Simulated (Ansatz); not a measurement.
Runs of Ansatz 0.2.0 on Ti2Co. It takes space group Fd-3m (No. 227, cubic). The conventional cell has a = 6.730 Å, b = 6.730 Å, c = 6.730 Å, α = 90.00°, β = 90.00°, γ = 90.00°. Co (site symmetry -43m) is surrounded by 12 Ti at 2.79 Å and 4 Co at 2.91 Å. Around Ti (site symmetry -3m) lie 6 Ti at 2.38 Å. 

| task | level | cell | cutoff (eV) | gap on the mesh (eV) | pressure (GPa) | moment (μB) | relaxed volume (Å³/atom) |
| --- | --- | --- | --- | --- | --- | --- | --- |
| relaxation of cell and atoms | LDA | relaxed | 420 | none | 0.0 | (a) | 13.48 |
| relaxation of cell and atoms | r2SCAN | relaxed | 500 | none | 0.0 | 4.89 | 15.10 |
| single point | PBEsol | as given | 420 | none | (b) | (c) | - |
| relaxation of cell and atoms | PBEsol | relaxed | 420 | none | 0.0 | 1.82 | 14.17 |

Alike in all rows: potentials or basis Ansatz PAW; spin collinear, ferromagnetic start; k mesh 7 × 7 × 7; smearing fermi-dirac 0.05 eV.

Task: Estimate the missing entries.

Result: (a) 1.06; (b) 15.9; (c) 0.94.

Caveats: the PAW data sets come from PBE, with cores solved anew for the run's functional, which leaves a small shift of forces and pressure; the plane-wave basis is chosen anew once the cell has moved, so the energies of steps on either side of that aren't comparable (some runs); the magnetic or orbital state may not be the lowest (some runs); the volume moved by over 15 % at a fixed basis, so the end points are rough (some runs); so large a pressure means that the cell lies far from this level's equilibrium, or that cutoff or potentials fall short (some runs).

A k mesh can miss the band edges.

A gap of «none» marks a metal or a gap under the smearing width.

Not every run made on this cell is shown here.
